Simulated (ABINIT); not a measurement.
An input for ABINIT 10.8.3 (AgBr (Bromargyrite)):

```
acell 3*1.0 Angstrom
rprim 
  0.000000000000 2.887250000000 2.887250000000
  2.887250000000 0.000000000000 2.887250000000
  2.887250000000 2.887250000000 0.000000000000
ntypat 2
znucl 47 35
natom 2
typat 1 2
xred 
  0.000000000000 0.000000000000 0.000000000000
  0.500000000000 0.500000000000 0.500000000000
pp_dirpath "pseudos"
pseudos "Ag.upf, Br.upf"
ecut 37
ngkpt 4 4 4
nshiftk 1
shiftk 0 0 0
kptopt 1
chksymbreak 0
istwfk *1
occopt 1
irdwfk 1
optdriver 4
nband 139
gwcalctyp 10
ecutsigx 37
symsigma 1
nkptgw 8
kptgw 
  0.0000000000 0.0000000000 0.0000000000
  0.2500000000 0.0000000000 0.0000000000
  0.5000000000 0.0000000000 0.0000000000
  0.2500000000 0.2500000000 0.0000000000
  0.5000000000 0.2500000000 0.0000000000
  -0.2500000000 0.2500000000 0.0000000000
  0.5000000000 0.5000000000 0.0000000000
  -0.2500000000 0.5000000000 0.2500000000
bdgw 
  6 21
  6 21
  6 21
  6 21
  6 21
  6 21
  6 21
  6 21
ecuteps 6
irdscr 1
ppmodel 1
irdqps 1
indata_prefix "in"
outdata_prefix "out"
tmpdata_prefix "tmp"
```

```sh
OMP_NUM_THREADS=1 mpirun -n 8 abinit run.abi > log
```

Question: How long will it take on 8 MPI ranks of Arm Neoverse V2, shared host, and how much memory?

It took 2.1 min; on shared hardware allow 63 s to 4.2 min. Peak host memory was 3.1 GiB.

[Paths, hosts, dates, memory and timing lines, banners, echoed tables and standing remarks are left out of the program output.]

[Logs are printed without paths, hosts, clocks, repeated set-up lines and the standing remarks that a program may print on its own settings, such as how far it seeks lower states.]

[Runs of the session that timed out or met a known fault of the program may be left out.]

[Hosts, paths, dates, database ids (printed as entryN), source tags and the programs' standing remarks are cut or masked in the printed files.]

[G0W0 gaps are taken among the corrected bands and points alone; a level outside them can change the order at an edge.]

[Where Ansatz stands beside ABINIT at settings called matched, ABINIT's density can come from a denser mesh and the files from another edition; pairs whose starting gaps differed by over 0.03 eV were left out, so agreement reads better than it is.]
